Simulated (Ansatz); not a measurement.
**BN: relaxed-ion elastic tensor**

These are results of DFT PBE, scalar-relativistic, plane waves, PAW in Ansatz, not measurements. Settings: 420 eV plane-wave cutoff, Γ-centred 12×12×4 mesh, fixed occupations. No spin polarisation.

The cell, relaxed at this level:
```xyz
4
Lattice="2.5121 0.0000 0.0000 -1.2561 2.1756 0.0000 0.0000 0.0000 8.5180" Properties=species:S:1:pos:R:3 pbc="T T T"
B     0.0000    0.0000    4.2590
B     0.0000    1.4504    0.0000
N     0.0000    1.4504    4.2590
N     1.2561    0.7252    0.0000
```

It comes from a database structure that was distorted and then relaxed. No dispersion correction is applied, so modes and constants that involve weak contacts between layers, chains or molecules come out too soft.

**Question.** Give the relaxed-ion elastic constants (GPa, Voigt order xx yy zz yz xz xy, on the Cartesian axes of the cell above).

**Answer.**
C11 = 678.9, C12 = 152.0, C13 = -0.2, C22 = 678.9, C23 = -0.2, C33 = 1.8, C44 = 0.1, C55 = 0.1, C66 = 263.4 GPa; the others vanish.

**Question.** Is the crystal stable against homogeneous strain?

**Answer.** Yes: the least eigenvalue of the tensor is 0.1 GPa.

**Question.** And the moduli of a polycrystal (Hill averages)?

**Answer.** B = 93 GPa, G = 67 GPa, E = 162 GPa, ν = 0.21.
